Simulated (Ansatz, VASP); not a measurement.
# TiN: VASP beside Ansatz

```
Ti N
1.0
     0.00000    2.12344    2.12344
     2.12344    0.00000    2.12344
     2.12344    2.12344    0.00000
Ti N
1 1
Direct
  0.00000 0.00000 0.00000
  0.50000 0.50000 0.50000
```

Alike in both runs: functional PBE; k mesh 16 × 16 × 16; occupations fermi-dirac, width 0.03 eV; no spin polarisation.

Ansatz relaxed the structure, and its values are those at the end. VASP's run is a single point on that final structure, the one shown.

|  | VASP | Ansatz |
| --- | --- | --- |
| version | VASP 6.6.1 | Ansatz 0.2.0 |
| potentials or method | VASP PAW PBE potentials, release 64 (Ti_sv, N) | PAW with Ansatz's default frozen-core files, scalar-relativistic |
| plane-wave cutoff (eV) | 520 | 420 |
| valence electrons in the cell | 17 | 17 |

```tsv
	VASP	Ansatz	Ansatz less VASP
pressure (GPa)	0.5	0.0	-0.46
```
